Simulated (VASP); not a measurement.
A VASP 6.6.1 single-point calculation on KBr

INCAR

```
ENCUT = 700
ISMEAR = -1
PREC = Accurate
MAXMIX = 10
LASPH = .TRUE.
NBANDS = 15
NELM = 120
ISIF = 2
LCHARG = .FALSE.
EDIFF = 1E-7
NSW = 0
LREAL = .FALSE.
IBRION = -1
LWAVE = .FALSE.
GGA = PE
SIGMA = 0.02
```

KPOINTS

```
KPOINTS created by Atomic Simulation Environment
0
Gamma
6 6 6
0 0 0
```

POSCAR

```
K  Br
 1.0000000000000000
     0.0000000000000000    3.3900876265000002    3.2836922681999998
     3.3900876265000002    0.0000000000000000    3.2836922681999998
     3.3900876265000002    3.3900876265000002    0.0000000000000000
 K   Br
   1   1
Cartesian
  0.0000000000000000  0.0000000000000000  0.0000000000000000
  3.3900876264999997  3.3900876264999997  3.2836922681999998
```

The recommended PBE PAW datasets give the neutral cell 16 valence electrons.

Command

```
mpirun -np 1 vasp_std
```

OSZICAR

```
N       E                     dE             d eps       ncg     rms          rms(c)
DAV:   1     0.117665401206E+03    0.11767E+03   -0.78983E+03   900   0.117E+03
DAV:   2     0.164528641721E+01   -0.11602E+03   -0.10633E+03  1117   0.249E+02
DAV:   3    -0.610870240684E+01   -0.77540E+01   -0.77069E+01  1244   0.574E+01
DAV:   4    -0.640289377109E+01   -0.29419E+00   -0.29405E+00  1405   0.958E+00
DAV:   5    -0.640497870692E+01   -0.20849E-02   -0.20849E-02  1216   0.875E-01    0.288E+00
DAV:   6    -0.622136170814E+01    0.18362E+00   -0.23291E-01  1138   0.226E+00    0.209E+00
DAV:   7    -0.620844917208E+01    0.12913E-01   -0.11135E-01  1222   0.177E+00    0.981E-01
DAV:   8    -0.621822962458E+01   -0.97805E-02   -0.13338E-02  1034   0.828E-01    0.117E-01
DAV:   9    -0.621906542938E+01   -0.83580E-03   -0.91960E-04  1222   0.186E-01    0.802E-02
DAV:  10    -0.621937204192E+01   -0.30661E-03   -0.31971E-04   949   0.106E-01    0.135E-02
DAV:  11    -0.621938604298E+01   -0.14001E-04   -0.26569E-05  1217   0.288E-02    0.519E-03
DAV:  12    -0.621938876107E+01   -0.27181E-05   -0.43252E-06   963   0.144E-02    0.244E-03
DAV:  13    -0.621938886272E+01   -0.10165E-06   -0.21347E-07  1278   0.240E-03    0.597E-04
DAV:  14    -0.621938895761E+01   -0.94895E-07   -0.85987E-08   924   0.177E-03
   1 F= -.62193890E+01 E0= -.62193890E+01  d E =-.125892E-10
```

From OUTCAR

```
k-points           NKPTS =     30   k-points in BZ     NKDIM =     30   number of bands    NBANDS=     15

   NELECT =      16.0000    total number of electrons

   dimension x,y,z NGX =    42 NGY =   42 NGZ =   42
   dimension x,y,z NGXF=    84 NGYF=   84 NGZF=   84

  energy-cutoff  :      700.00
  volume of cell :       75.48
      direct lattice vectors                 reciprocal lattice vectors
     0.000000000  3.390087627  3.283692268    -0.147488813  0.147488813  0.152267618
     3.390087627  0.000000000  3.283692268     0.147488813 -0.147488813  0.152267618
     3.390087627  3.390087627  0.000000000     0.147488813  0.147488813 -0.152267618

 k-points in reciprocal lattice and weights: KPOINTS created by Atomic Simulation Env
   0.00000000  0.00000000  0.00000000       0.005
   0.16666667  0.00000000  0.00000000       0.037
   0.33333333  0.00000000  0.00000000       0.037
   0.50000000  0.00000000  0.00000000       0.019
   0.16666667  0.16666667  0.00000000       0.009
   0.33333333  0.16666667  0.00000000       0.037
   0.50000000  0.16666667  0.00000000       0.037
  -0.33333333  0.16666667  0.00000000       0.037
   ...

 E-fermi :  -1.5090

 k-point     1 :       0.0000    0.0000    0.0000
  band No.  band energies     occupation
      1     -29.8133      2.00000
      2     -14.1643      2.00000
      3     -13.2885      2.00000
      4     -13.2885      2.00000
      5     -13.2866      2.00000
      6      -1.9301      2.00000
      7      -1.9301      2.00000
      8      -1.9212      2.00000
      9       2.3775      0.00000
     10       5.6021      0.00000
     11       5.6021      0.00000
     12       5.7887      0.00000
     13       6.3844      0.00000
     14       6.5311      0.00000
     15       9.5502      0.00000

 k-point     2 :       0.1667    0.0000    0.0000
  band No.  band energies     occupation
      1     -29.8123      2.00000
      2     -14.2145      2.00000
      3     -13.2904      2.00000
      4     -13.2881      2.00000
      5     -13.2221      2.00000
      6      -2.2628      2.00000
      7      -2.0082      2.00000
      8      -2.0032      2.00000
      9       3.0024      0.00000
     10       5.5090      0.00000
     11       5.9172      0.00000
     12       6.0338      0.00000
     13       6.7079      0.00000
     14       6.8698      0.00000
     15      10.3760      0.00000

 k-point     3 :       0.3333    0.0000    0.0000
  band No.  band energies     occupation
      1     -29.8101      2.00000
      2     -14.2989      2.00000
      3     -13.2943      2.00000
      4     -13.2894      2.00000
      5     -13.1064      2.00000
      6      -2.7921      2.00000
      7      -2.1554      2.00000
      8      -2.1521      2.00000
      9       4.1185      0.00000
     10       5.6768      0.00000
     11       6.7506      0.00000
     12       6.8420      0.00000
     13       7.5260      0.00000
     14       7.7232      0.00000
     15       9.2680      0.00000

 ...

  Total       -0.1078631     -0.1078631      0.3021287      0.0000000     -0.0000000      0.0000000
  in kB       -2.2896504     -2.2896504      6.4133996      0.0000000     -0.0000000      0.0000000
  external PRESSURE =       0.6113663 kB  Pullay stress =       0.0000000 kB

 POSITION                                       TOTAL-FORCE (eV/Angst)
 -----------------------------------------------------------------------------------
      0.00000      0.00000      0.00000         0.000000     -0.000000     -0.000000
      3.39009      3.39009      3.28369        -0.000000      0.000000      0.000000
 -----------------------------------------------------------------------------------
    total drift:                               -0.000000     -0.000000     -0.000000

  FREE ENERGIE OF THE ION-ELECTRON SYSTEM (eV)
  ---------------------------------------------------
  free  energy   TOTEN  =        -6.2193889576 eV

  energy  without entropy=       -6.2193889576  energy(sigma->0) =       -6.21938896
```

It converged. Results: gap between bands v and c on the k mesh 4.30 eV; least direct gap on the k mesh 4.30 eV; pressure 0.1 GPa. Band v is the last that the valence electrons fill when counted band by band, and c is the next.

For comparison, a separate PBE run of the intended cell, on usual settings and not on those above, gives a gap of 4.30 eV on its mesh and a pressure of 0.1 GPa.

The run above took about 77 s on one core of a shared host (Intel Xeon Platinum 8488C) and held 0.25 GiB at most.
